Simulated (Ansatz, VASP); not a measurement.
One calculation of W, two programs

INCAR

```
PREC = Accurate
ENCUT = 520
EDIFF = 1E-6
ISMEAR = 0
SIGMA = 0.15
LREAL = False
LASPH = True
NELM = 60
ALGO = Fast
ISIF = 2
LWAVE = False
LCHARG = True
GGA = PS
LELF = True
LVHAR = True
NBANDS = 21
```

The input KPOINTS:

```
Automatic mesh
0
Gamma
  16 16 16
```

File POSCAR:

```
W
1.0
    0.0000000000     -3.1946000000      0.0000000000
   -3.1946000000      0.0000000000      0.0000000000
    0.0000000000      0.0000000000     -3.1946000000
W
2
Direct
    0.5000000000      0.5000000000      0.5000000000
    0.0000000000      0.0000000000      0.0000000000
```

Input for Ansatz:

```yaml
crystal:
  lattice:
    - [0.0, -3.1946, 0.0]
    - [-3.1946, 0.0, 0.0]
    - [0.0, 0.0, -3.1946]
  atoms:
    - { symbol: W, position: [0.5, 0.5, 0.5] }
    - { symbol: W, position: [0.0, 0.0, 0.0] }
basis:
  ecutwfc: 420
kpoints:
  mp_grid: { grid: [16, 16, 16] }
hamiltonian:
  xc: pbesol
scf:
  occupations: { method: gaussian, width: 0.15 }
output:
  forces: true
  stress: true
  eigenvalues: true
  write_density: true
  write_potential: true
  elf: true
  volumetric_format: npy
```

Alike in both runs: task single point; functional PBEsol; k mesh 16 × 16 × 16; occupations gaussian, width 0.15 eV; no spin polarisation.

```csv
,VASP,Ansatz
version,VASP 6.6.1,Ansatz 0.2.0
potentials or method,"VASP PAW PBE potentials, release 64 (W_sv)","scalar-relativistic, plane waves, PAW"
plane-wave cutoff (eV),520,420
valence electrons in the cell,28,28
```

```tsv
	VASP	Ansatz	Ansatz less VASP
gap on the k mesh at the Fermi level (eV)	none	none	-
pressure (GPa)	-10.9	-11.4	-0.50
```

A gap of «none» marks a metal or a gap that the smearing closes.

Caveats: the PAW data sets were made with another functional, which shifts forces and pressure a little (VASP). Spin-orbit coupling is left out, which matters for the levels of W.
